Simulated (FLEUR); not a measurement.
# 1 ML Ni on Ir(001), 3 substrate layers: from one collinear state to anisotropy

Aim: the anisotropy of 1 ML Ni on Ir(001), 3 substrate layers from single passes in the potential of one collinear state.

Calculated with FLEUR MaX-R8.1; PBE; all-electron FLAPW film, Dirac cores, scalar-relativistic bands.

### 1. The structure

The cell holds 4 atoms: 3 Ir and 1 Ni. Cell: a = 2.709 Å, b = 2.709 Å, c = 19.726 Å, α = 90.0°, β = 90.0°, γ = 90.0°. Vacuum lies along c.

It is built of layers of Ir (space group 225) and Ni (space group 225).

### 2. Self-consistent state

The force theorems are single passes in this state's potential, so it has to be converged first.

No symmetry is used, so that later steps may turn the spins freely; k and −k are joined. FLEUR takes the sheet as a true film: the images along c are dropped, heights are typed in bohr, and the vacuum on both sides is semi-infinite. inpgen writes inp.xml from crystal.txt; cutoffs, mixing, functional, smearing and local orbitals are then set in the file. The k list scf (kpts.xml, not shown) is a Γ-centred 10×10×1 mesh; where the ranks do not divide the number of points, some are split in two of half the weight.

Contents of inp.xml:

```
<?xml version="1.0" encoding="UTF-8" standalone="no"?>
<fleurInput fleurInputVersion="0.39">
   <comment>
      NiIr3
   </comment>
   <calculationSetup>
      <cutoffs Kmax="3.6" Gmax="10.8" GmaxXC="10.8" numbands="0"/>
      <scfLoop itmax="140" minDistance="0.00002" maxIterBroyd="15" imix="Anderson" alpha="0.03" precondParam="0.0" spinf="2.0" sdNocoIR="T"/>
      <coreElectrons ctail="F" frcor="F" kcrel="0" coretail_lmax="0"/>
      <xcFunctional name="pbe" relativisticCorrections="F"/>
      <magnetism jspins="2" l_noco="F" l_ss="F">
         <qss>0.0 0.0 0.0</qss>
         <mtNocoParams l_mperp="F" l_mtNocoPot="F" l_relaxSQA="F" mag_mixing_scheme="0" mix_RelaxWeightOffD="1.0" l_constrained="F" mix_constr="1.0"/>
         <sourceFreeMag l_sourceFree="F" l_scaleMag="F" mag_scale="1.0"/>
      </magnetism>
      <soc l_soc="F" theta="0.0" phi="0.0" spav="F"/>
      <expertModes spex="0" secvar="F"/>
      <geometryOptimization l_f="F" forcealpha="1.0" forcemix="BFGS" epsdisp="0.00001" epsforce="0.00001"/>
      <ldaU l_linMix="F" mixParam="0.05" spinf="1.0"/>
   </calculationSetup>
   <cell>
      <bzIntegration valenceElectrons="63.0" mode="hist" fermiSmearingEnergy="0.00183747">
         <kPointListSelection listName="scf"/>
         <xi:include xmlns:xi="http://www.w3.org/2001/XInclude" href="kpts.xml"> </xi:include>
      </bzIntegration>
      <xi:include xmlns:xi="http://www.w3.org/2001/XInclude" href="sym.xml"> </xi:include>
      <filmLattice scale="1.0" dVac="16.02" dTilda="18.52">
         <bravaisMatrixFilm>
            <row-1>    5.1193965729178723     0.0000000000000000</row-1>
            <row-2>    0.0000000000000000     5.1193965729178723</row-2>
         </bravaisMatrixFilm>
         <vacuumEnergyParameters vacuum="1" spinUp="-.25" spinDown="-.25"/>
         <vacuumEnergyParameters vacuum="2" spinUp="-.25" spinDown="-.25"/>
      </filmLattice>
   </cell>
   <atomSpecies>
      <species name="Iridium (Ir)" element="Ir" atomicNumber="77">
         <mtSphere radius="2.33" gridPoints="771" logIncrement="0.017"/>
         <atomicCutoffs lmax="8" lnonsphr="6"/>
         <electronConfig flipSpins="F">
            <coreConfig>(1s1/2) (2s1/2) (2p1/2) (2p3/2) (3s1/2) (3p1/2) (3p3/2) (4s1/2) (3d3/2) (3d5/2) (4p1/2) (4p3/2) (5s1/2) (4d3/2) (4d5/2) (4f5/2) (4f7/2)</coreConfig>
            <valenceConfig>(5p1/2) (5p3/2) (6s1/2) (5d3/2) (5d5/2)</valenceConfig>
            <stateOccupation state="(5d3/2)" spinUp="1.400000" spinDown="1.400000"/>
            <stateOccupation state="(5d5/2)" spinUp="2.100000" spinDown="2.100000"/>
         </electronConfig>
         <energyParameters s="6" p="6" d="5" f="5"/>
         <lo type="SCLO" l="1" n="5" eDeriv="0"/>
      </species>
      <species name="Nickel (Ni1.001" element="Ni" atomicNumber="28">
         <mtSphere radius="2.33" gridPoints="771" logIncrement="0.016"/>
         <atomicCutoffs lmax="8" lnonsphr="6"/>
         <electronConfig flipSpins="F">
            <coreConfig>(1s1/2) (2s1/2) (2p1/2) (2p3/2)</coreConfig>
            <valenceConfig>(3s1/2) (3p1/2) (3p3/2) (4s1/2) (3d3/2) (3d5/2)</valenceConfig>
            <stateOccupation state="(3d3/2)" spinUp="1.6" spinDown="1.6"/>
            <stateOccupation state="(3d5/2)" spinUp="2.9005" spinDown="1.8995"/>
         </electronConfig>
         <energyParameters s="4" p="4" d="3" f="4"/>
         <lo type="SCLO" l="0" n="3" eDeriv="0"/>
         <lo type="SCLO" l="1" n="3" eDeriv="0"/>
      </species>
   </atomSpecies>
   <atomGroups>
      <atomGroup species="Iridium (Ir)">
         <filmPos label="                   1">.0000000000 .0000000000 -5.2803566465</filmPos>
         <force calculate="T" relaxXYZ="TTT"/>
         <nocoParams  alpha="0.0" beta="0.0"/>
      </atomGroup>
      <atomGroup species="Iridium (Ir)">
         <filmPos label="                   2">1.000/2.000 1.000/2.000 -1.6603777974</filmPos>
         <force calculate="T" relaxXYZ="TTT"/>
         <nocoParams  alpha="0.0" beta="0.0"/>
      </atomGroup>
      <atomGroup species="Iridium (Ir)">
         <filmPos label="                   3">.0000000000 .0000000000 1.9595637746</filmPos>
         <force calculate="T" relaxXYZ="TTT"/>
         <nocoParams  alpha="0.0" beta="0.0"/>
      </atomGroup>
      <atomGroup species="Nickel (Ni1.001">
         <filmPos label="                   4">1.000/2.000 1.000/2.000 5.2803566465</filmPos>
         <force calculate="T" relaxXYZ="TTT"/>
         <nocoParams  alpha="0.0" beta="0.0"/>
      </atomGroup>
   </atomGroups>
   <output dos="F" band="F" slice="F">
      <bandDOS minEnergy="-.5*Htr" maxEnergy="0.5*Htr" sigma="0.015" storeEVData="T"/>
      <plotting iplot="0" polar="F">
         <plot TwoD="T" vec1="  1.0  0.0  0.0" vec2="  0.0  1.0  0.0" vec3="  0.0  0.0  1.0" zero="  0.0  0.0 -0.5" file="plot"/>
      </plotting>
      <moessbauerParams electricFieldGradient="F" isomerShift="F" coreHyperfine="F" valenceHyperfine="F"/>
   </output>
</fleurInput>
```

Contents of crystal.txt:

```
NiIr3
&input film=T cartesian=F /
2.70906800000  0.00000000000  0.00000000000
0.00000000000  2.70906800000  0.00000000000
0.00000000000  0.00000000000  1.00000000000
1.8897261246
1.0 1.0 1.0

4
77 0.00000000000  0.00000000000  -5.28035664653
77 0.50000000000  0.50000000000  -1.66037779742
77 0.00000000000  0.00000000000  1.95956377459
28 0.50000000000  0.50000000000  5.28035664653 : 1.001

&kpt div1=10 div2=10 div3=1 gamma=T /
```

Command:

```bash
OMP_NUM_THREADS=1 inpgen -f crystal.txt -nosym -noco > inpgen.log  # inp.xml is then edited as shown
OMP_NUM_THREADS=1 mpirun -n 4 fleur_MPI > fleur.log
```

What it wrote:

```text
Welcome to FLEUR        (www.flapw.de)
      MaX-Release 8.1          (www.max-centre.eu)

 ========== k-point set info ==========
 Selected k-point list: scf
 k-point list type: mesh
 0 x 0 x 0
 Number of k points: 52

 ------------Calculation Setup---------------------------
 Number of MPI-tasks      :            4
 Number of PE/node        :            4
 Number of OMP-threads    :            1
 k-points in parallel     :            4
 pe's per k-point         :            1
 No of k-point loops      :           13
 Eigenvalue solver        :       lapack
 Number of basis functions:          422
 Approximate size of matrices (H+S) per k-point:         0.005 GB
 --------------------------------------------------------
 Iteration:     1   Distance:      13.45638970 me/bohr^3
 Iteration:     2   Distance:      18.40820043 me/bohr^3
 Iteration:     3   Distance:      19.29429443 me/bohr^3
 Iteration:     4   Distance:      24.40217549 me/bohr^3
 Iteration:     5   Distance:      13.38425204 me/bohr^3
 Iteration:     6   Distance:       8.87075279 me/bohr^3
 Iteration:     7   Distance:       7.85542473 me/bohr^3
 Iteration:     8   Distance:       7.52065851 me/bohr^3
 Iteration:     9   Distance:       6.43748241 me/bohr^3
 Iteration:    10   Distance:       4.23872505 me/bohr^3
[... 64 iterations left out ...]
 Iteration:    75   Distance:       0.00016805 me/bohr^3
 Iteration:    76   Distance:       0.00010879 me/bohr^3
 Iteration:    77   Distance:       0.00011290 me/bohr^3
 Iteration:    78   Distance:       0.00009029 me/bohr^3
 Iteration:    79   Distance:       0.00008096 me/bohr^3
 Iteration:    80   Distance:       0.00006850 me/bohr^3
 Iteration:    81   Distance:       0.00005265 me/bohr^3
 Iteration:    82   Distance:       0.00002504 me/bohr^3
 Iteration:    83   Distance:       0.00002522 me/bohr^3
 Iteration:    84   Distance:       0.00000872 me/bohr^3

 ********************************************************************
 Run finished successfully
 Stop message:
   all done
 ********************************************************************

--- out.xml (last complete iteration) ---
<iteration numberForCurrentRun="   84" overallNumber="   84">
         [... left out ...]
         <bandgap value="0.0008271443" units="eV"/>
         <sumValenceSingleParticleEnergies value="-69.0428464554" units="Htr"/>
         <FermiEnergy value="-0.1712178299" units="Htr"/>
         <valenceDensity>
            <mtCharges spin="1">
               <mtCharge atomType="1" total="6.3889356" s="0.1935798" p="3.0859693" d="3.0882297" f="0.0168214"/>
               <mtCharge atomType="2" total="6.4200277" s="0.1980287" p="3.1396761" d="3.0455052" f="0.0300758"/>
               <mtCharge atomType="3" total="6.4381396" s="0.2016240" p="3.1312752" d="3.0752109" f="0.0243009"/>
               <mtCharge atomType="4" total="8.7059374" s="1.1999219" p="3.1435654" d="4.3487978" f="0.0102163"/>
            </mtCharges>
            <mtCharges spin="2">
               <mtCharge atomType="1" total="6.3450600" s="0.1942763" p="3.0857698" d="3.0439704" f="0.0167499"/>
               <mtCharge atomType="2" total="6.4042696" s="0.1987407" p="3.1403013" d="3.0288688" f="0.0296770"/>
               <mtCharge atomType="3" total="6.3642728" s="0.2020587" p="3.1325764" d="2.9992838" f="0.0246291"/>
               <mtCharge atomType="4" total="8.3088115" s="1.1988912" p="3.1428775" d="3.9533954" f="0.0102379"/>
            </mtCharges>
            <spinDependentCharge spin="1" total="31.7614696" interstitial="3.6899907" mtSpheres="27.9530402" vacuum1="0.0425939" vacuum2="0.0758448"/>
            <spinDependentCharge spin="2" total="31.2385307" interstitial="3.6962452" mtSpheres="27.4224139" vacuum1="0.0422873" vacuum2="0.0775843"/>
            <totalCharge value="63.0000003537"/>
         </valenceDensity>
         [... left out ...]
         <allElectronCharges>
            <spinDependentCharge spin="1" total="129.7614696" interstitial="3.6961261" mtSpheres="125.9469048" vacuum1="0.0425939" vacuum2="0.0758448"/>
            <spinDependentCharge spin="2" total="129.2385308" interstitial="3.7023782" mtSpheres="125.4162809" vacuum1="0.0422873" vacuum2="0.0775843"/>
            <totalCharge value="259.0000003964"/>
         </allElectronCharges>
         <magneticMomentsInMTSpheres units="muBohr">
            <globalMagMoment atomType="1" vec="0.00000   0.00000   0.04387"/>
            <localMagMoment atomType="1" vec="0.00000   0.00000   0.04387"/>
            <globalMagMoment atomType="2" vec="0.00000   0.00000   0.01576"/>
            <localMagMoment atomType="2" vec="0.00000   0.00000   0.01576"/>
            <globalMagMoment atomType="3" vec="0.00000   0.00000   0.07387"/>
            <localMagMoment atomType="3" vec="0.00000   0.00000   0.07387"/>
            <globalMagMoment atomType="4" vec="0.00000   0.00000   0.39713"/>
            <localMagMoment atomType="4" vec="0.00000   0.00000   0.39713"/>
         </magneticMomentsInMTSpheres>
         <moessbauerParams unitsHFF="kG" unitsIS="e/bohr^3" unitsEFG="Htr/bohr^2">
         </moessbauerParams>
         <totalEnergy value="   -55095.1673842634" units="Htr">
            <sumOfEigenvalues value="   -33898.6145225889">
               <coreElectrons value="-33829.5716761335"/>
               <valenceElectrons value="-69.0428464554"/>
            </sumOfEigenvalues>
            <densityCoulombPotentialIntegral value="-95055.7996286910"/>
            <densityEffectivePotentialIntegral value="-96509.1809679876"/>
            <chargeDenXCDenIntegral value="-1111.0911173165"/>
            <FockExchangeEnergyValence value="0.0000000000"/>
            <FockExchangeEnergyCore value="0.0000000000"/>
            <atomTypeDependentContributions atomType="1">
               <electronNucleiInteractionDifferentMTs value="22385.7879591025"/>
               <MadelungTerm value="-27.7602198903"/>
            </atomTypeDependentContributions>
            <atomTypeDependentContributions atomType="2">
               <electronNucleiInteractionDifferentMTs value="22387.2555959341"/>
               <MadelungTerm value="-25.1033535585"/>
            </atomTypeDependentContributions>
            <atomTypeDependentContributions atomType="3">
               <electronNucleiInteractionDifferentMTs value="22386.8263201020"/>
               <MadelungTerm value="-25.8305839702"/>
            </atomTypeDependentContributions>
            <atomTypeDependentContributions atomType="4">
               <electronNucleiInteractionDifferentMTs value="1824.4072762039"/>
               <MadelungTerm value="-3.7715892385"/>
            </atomTypeDependentContributions>
            <tkbTimesEntropy value="0.0019938282"/>
            <freeEnergy value="-55095.1693780916"/>
            <extrapolationTo0K value="-55095.1683811775"/>
         </totalEnergy>
         <densityConvergence units="me/bohr^3">
            <chargeDensity spin="1" distance="0.0000031650"/>
            <chargeDensity spin="2" distance="0.0000063432"/>
            <overallChargeDensity distance="0.0000049476"/>
            <spinDensity distance="0.0000087194"/>
         </densityConvergence>
      </iteration>
```

The job ended after 7.2 min (4 MPI ranks of Arm Neoverse V1, shared host; peak memory 0.93 GiB).

Spin moment in the muffin-tin sphere by atom:

| atom | spin moment in the muffin-tin sphere (μB) |
| --- | --- |
| Ir1 | 0.044 |
| Ir2 | 0.016 |
| Ir3 | 0.074 |
| Ni4 | 0.397 |

Read from the output:

```yaml
free_energy: -1499215.9342 eV
program_s_band_gap_on_this_mesh_in_a_metal_only_a_level_spacing: 8.27e-4 eV
magnetization: 0.5229 μB
final_state: ferromagnetic
```

After 84 cycles the largest moment stands at 0.397 μB.

### 3. Anisotropy by the force theorem, rung 1

Anisotropy is a small difference, so it is taken from sums over occupied states at a frozen potential, where most errors cancel.

One pass with spin–orbit coupling for each direction, from the saved density. The k list mae (kpts.xml, not shown) is a Γ-centred 18×18×1 mesh.

Edit inp.xml of step 2 so:

```diff
@@ -6,4 +6,4 @@
    <calculationSetup>
-      <cutoffs Kmax="3.6" Gmax="10.8" GmaxXC="10.8" numbands="0"/>
-      <scfLoop itmax="140" minDistance="0.00002" maxIterBroyd="15" imix="Anderson" alpha="0.03" precondParam="0.0" spinf="2.0" sdNocoIR="T"/>
+      <cutoffs Kmax="3.6" Gmax="10.8" GmaxXC="10.8" numbands="143"/>
+      <scfLoop itmax="1" minDistance="0.00002" maxIterBroyd="15" imix="Anderson" alpha="0.03" precondParam="0.0" spinf="2.0" sdNocoIR="T"/>
       <coreElectrons ctail="F" frcor="F" kcrel="0" coretail_lmax="0"/>
@@ -15,3 +15,3 @@
       </magnetism>
-      <soc l_soc="F" theta="0.0" phi="0.0" spav="F"/>
+      <soc l_soc="T" theta="0.0" phi="0.0" spav="F"/>
       <expertModes spex="0" secvar="F"/>
@@ -22,3 +22,3 @@
       <bzIntegration valenceElectrons="63.0" mode="hist" fermiSmearingEnergy="0.00183747">
-         <kPointListSelection listName="scf"/>
+         <kPointListSelection listName="mae"/>
          <xi:include xmlns:xi="http://www.w3.org/2001/XInclude" href="kpts.xml"> </xi:include>
@@ -91,2 +91,5 @@
    </output>
+   <forceTheorem>
+      <MAE theta="0.0 1.5707963 1.5707963 0.7853982" phi="0.0 0.0 1.5707963 0.0"/>
+   </forceTheorem>
 </fleurInput>
```

Command:

```bash
OMP_NUM_THREADS=1 mpirun -n 4 fleur_MPI -warn_only > fleur.log
```

What it wrote:

```text
[banner, memory and clock lines left out]
Welcome to FLEUR        (www.flapw.de)
      MaX-Release 8.1          (www.max-centre.eu)

 ========== k-point set info ==========
 Selected k-point list: mae
 k-point list type: mesh
 0 x 0 x 0
 Number of k points: 324

 [... set-up left out ...]
 ********************************************************************
 Run finished successfully
 Stop message:
   Forcetheorem MAE
 ********************************************************************

--- out.xml (force theorem) ---
<Forcetheorem_MAE Angles="4" units="Htr">
            <Angle theta="0.0000000" phi="0.0000000" ev-sum="-69.170986782"/>
            <Angle theta="1.5707963" phi="0.0000000" ev-sum="-69.170975118"/>
            <Angle theta="1.5707963" phi="1.5707963" ev-sum="-69.170975118"/>
            <Angle theta="0.7853982" phi="0.0000000" ev-sum="-69.170980935"/>
         </Forcetheorem_MAE>
```

Run time: 3.3 min. Hardware: 4 MPI ranks; peak memory 1.6 GiB; 13 min of CPU time.

Anisotropy energies, by row:

| axis | x | y | z | band energy less the first axis' (meV a cell) |
| --- | --- | --- | --- | --- |
| z | 0 | 0 | 1 | 0 |
| x | 1 | 0 | 0 | 0.3174 |
| y | 0 | 1 | 0 | 0.3174 |
| 45 degrees from z toward x | 0.7071 | 0 | 0.7071 | 0.1591 |

Shape anisotropy is not in these numbers.

### 4. Anisotropy by the force theorem, rung 2

A second rung shows how far the first can be trusted.

The k list mae (kpts.xml, not shown) is a Γ-centred 31×31×1 mesh.

inp.xml is that of step 3.

What it wrote:

```text
[banner, memory and clock lines left out]
Welcome to FLEUR        (www.flapw.de)
      MaX-Release 8.1          (www.max-centre.eu)

 ========== k-point set info ==========
 Selected k-point list: mae
 k-point list type: mesh
 0 x 0 x 0
 Number of k points: 964

 [... set-up left out ...]
 ********************************************************************
 Run finished successfully
 Stop message:
   Forcetheorem MAE
 ********************************************************************

--- out.xml (force theorem) ---
<Forcetheorem_MAE Angles="4" units="Htr">
            <Angle theta="0.0000000" phi="0.0000000" ev-sum="-69.170927085"/>
            <Angle theta="1.5707963" phi="0.0000000" ev-sum="-69.170914008"/>
            <Angle theta="1.5707963" phi="1.5707963" ev-sum="-69.170914008"/>
            <Angle theta="0.7853982" phi="0.0000000" ev-sum="-69.170920600"/>
         </Forcetheorem_MAE>
```

Run time: 9.5 min. Hardware: 4 MPI ranks; peak memory 4 GiB.

Anisotropy energies, by row:

| axis | x | y | z | band energy less the first axis' (meV a cell) |
| --- | --- | --- | --- | --- |
| z | 0 | 0 | 1 | 0 |
| x | 1 | 0 | 0 | 0.3558 |
| y | 0 | 1 | 0 | 0.3558 |
| 45 degrees from z toward x | 0.7071 | 0 | 0.7071 | 0.1765 |

(Part 1 of 2 ends here.)

[Logs and program files are shortened in this print: banners, set-up blocks, solver, clock and traceback lines can be left out without a mark of their own.]

[Logs are printed without paths, hosts, clocks, repeated set-up lines and the standing remarks that a program may print on its own settings, such as how far it seeks lower states.]

[Hosts, paths, dates, database ids (printed as entryN), source tags and the programs' standing remarks are cut or masked in the printed files.]

[Where a cell is said to come from a database of computed structures, the database is the Materials Project.]
